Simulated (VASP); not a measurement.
Input of a VASP 6.6.1 run:

INCAR

```
ALGO = Normal
EDIFF = 1E-6
ENCUT = 520
GGA = PS
ISIF = 2
ISMEAR = 0
LASPH = True
LCHARG = False
LREAL = False
LWAVE = False
NBANDS = 8
NELM = 100
PREC = Accurate
SIGMA = 0.3
```

File KPOINTS:

```
k-points
0
Gamma
  5 5 5
```

Contents of POSCAR:

```
B
1.0
    4.5600000000      0.0000000000      0.0000000000
    0.0000000000      4.5600000000      0.0000000000
    0.0000000000      0.0000000000      4.5600000000
B
1
Direct
    0.5000000000      0.5000000000      0.5000000000
```

Potentials or basis: VASP PAW PBE potentials, release 64 (B).

Launch:

```bash
$ cat potpaw_PBE.64/B/POTCAR > POTCAR
$ mpirun -np 1 vasp_std > vasp.out
```

(1) Estimate the band gap on the k mesh.

(2) What does it give for the pressure?

## Answers

(1) none (metal or under the smearing width).

(2) -1.0 GPa.

Caveat: the PAW data sets were made with another functional, which shifts forces and pressure a little.
